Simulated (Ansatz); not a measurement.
The system is TePb.

```
CELL_PARAMETERS angstrom
0.00000 3.23100 3.23100
3.23100 0.00000 3.23100
3.23100 3.23100 0.00000
ATOMIC_POSITIONS crystal
Pb 0.00000 0.00000 0.00000
Te 0.50000 0.50000 0.50000
```

| Item | Value |
| --- | --- |
| Program | Ansatz 0.2.0 |
| Task | relaxation of cell and atoms |
| Functional | m-r2SCAN |
| Potentials or basis | Ansatz PAW |
| Cutoff | 500 eV (not typed: the program's choice for these potentials) |
| k mesh | 7 × 7 × 7 |
| Occupations | fermi-dirac, width 0.05 eV |
| Spin | no spin polarisation |

At the start: volume 33.73 Å³/atom.

Where does the relaxation end?

It ends after 4 steps and the volume is 34.90 Å³/atom (+3.5 %); space group Fm-3m (No. 225, to 0.05 Å).

The path:
```csv
step,energy change (eV),largest force (eV/Å),volume (Å³)
1,0.0000,0.0000,67.46
2,-0.0091,0.0000,70.57
3,-0.0104,0.0000,69.80
4,-0.0106,0.0000,69.80
```

Final structure:
```xyz
2
Lattice="0.0000 3.2679 3.2679 3.2679 0.0000 3.2679 3.2679 3.2679 0.0000" Properties=species:S:1:pos:R:3 pbc="T T T"
Pb    0.0000    0.0000    0.0000
Te    3.2679    3.2679    3.2679
```

Caveat: the plane-wave basis is chosen anew once the cell has moved, so the energies of steps on either side of that aren't comparable; the PAW data sets come from PBE, with cores solved anew for the run's functional, which leaves a small shift of forces and pressure.
